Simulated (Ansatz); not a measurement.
## Ionic part of the dielectric constant of ZnS, mode by mode

Level of theory: DFT PBE, scalar-relativistic, plane waves, PAW in Ansatz. Cutoff 420 eV, 10×10×10 k-points (Γ-centred), fixed occupations. No spin polarisation. Phonons by linear response, acoustic sum rule imposed.

It takes space group F-43m (No. 216, cubic). Conventional cell: a = 5.443 Å, b = 5.443 Å, c = 5.443 Å, α = 90.00°, β = 90.00°, γ = 90.00°. Around Zn (site symmetry -43m) lie 4 S at 2.36 Å. Around S (site symmetry -43m) lie 4 Zn at 2.36 Å.

The primitive cell has V = 40.32 Å³ and ε∞,xx = 5.948. Each polar mode adds Δε = (4.92064×10⁷/V)·S/ν² along x, with S its oscillator strength in e²/amu, ν in cm⁻¹ and V in Å³.

Question: From these modes, find each Δε and ε0,xx.
```tsv
ν (cm⁻¹)	S_xx (e²/amu)
260.1	0.1903
```

Answer:
| ν (cm⁻¹) | Δε |
| --- | --- |
| 260.1 | 3.43 |

The sum is 3.434, so ε0,xx = 9.38; the run's tensor has 9.38.

Question: Where do the longitudinal modes lie for a wave vector along x?

Answer: At 327 cm⁻¹. The Lyddane–Sachs–Teller product Π(ν_LO/ν_TO)² = 1.58 matches ε0/ε∞ = 1.58.

Cost: 1 run of about 0.54 core-minutes, on AMD EPYC 9R45 (Zen 5) (shared hosts).

The static dielectric response of zincblende ZnS is mainly electronic: the lattice adds 3.43 to an ε∞ of 5.948. The whole ionic part comes from the one triply degenerate optical mode, in which the Zn and S sublattices move against each other. Its oscillator strength implies a Born effective charge close to the nominal ionic valence. That does not make the bond fully ionic, since the dynamical charge also includes electron transfer as the polar covalent Zn–S bonds stretch.

The same charge produces the macroscopic field that lifts the longitudinal mode from 260.1 to 327 cm⁻¹, with electronic screening limiting the shift. Both frequencies lie below the measured ones, while ε∞ lies above experiment. PBE's slightly soft bonds and too small band gap are the probable causes, the latter by making the electrons too polarisable. The Lyddane–Sachs–Teller agreement shows that the charges, frequencies and dielectric constants are mutually consistent, but not that they are accurate, because the relation holds for any harmonic crystal of this kind.
